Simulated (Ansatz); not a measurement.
Level of theory: DFT, r²SCAN, scalar-relativistic, no spin polarisation; plane waves to 500 eV with PAW datasets (Ansatz 0.2.0), 12×12×12 k-mesh, Gaussian smearing of 0.05 eV; PAW files: Ansatz's generated set soft_2.

A crystal of composition XC, relaxed at this level of theory, gives this pattern between 10° and 80°.

Cu Kα1 powder pattern (kinematic, no thermal factors).
```json
{"2θ (°)": "30.82", "relative intensity": "34"}
{"2θ (°)": "31.99", "relative intensity": "100"}
{"2θ (°)": "45.01", "relative intensity": "90"}
{"2θ (°)": "57.01", "relative intensity": "23"}
{"2θ (°)": "64.20", "relative intensity": "5"}
{"2θ (°)": "66.21", "relative intensity": "25"}
{"2θ (°)": "66.88", "relative intensity": "13"}
{"2θ (°)": "73.54", "relative intensity": "20"}
{"2θ (°)": "75.43", "relative intensity": "20"}
```

Problem. Which lattice and cell does the pattern come from?

Solution. Hexagonal, space group P-6m2 (No. 187), a = 3.228 Å, b = 3.228 Å, c = 2.899 Å, α = 90.00°, β = 90.00°, γ = 120.00°. The line positions fix the lattice at most, not the space group, and lines under 1 % of the strongest aren't listed; this is the group of the computed cell.

A compound XC has these computed properties.

```
Band gap                                              : zero (semimetal)
Density of states at the Fermi level                  : about 0.02 states/(eV·atom) (so small a value isn't resolved on this mesh)
Bader charges                                         : X 1.94; C -1.94 e
f electrons (orthogonalised atomic orbitals)          : X 13.99
Formation energy from the elements (0 K, uncorrected) : -0.28 eV/atom
Bulk modulus (Birch–Murnaghan)                        : 210 GPa
Pressure derivative B0′                               : 3.9
```

Sites: X on 1a, C on 1f.

Problem. Which element is X?
A. Yb
B. Hf
C. W
D. Ta

Solution. B. X is Hf, so the compound is HfC.

The start was a prototype's sites filled with these elements, not a measured cell.

No spin–orbit coupling, a notable omission for heavy elements. A displaced or strained copy of the relaxed cell lay 1.4 meV/atom lower, so the structure isn't a true minimum at this level, unless the mesh, which matters in a metal, makes it so.
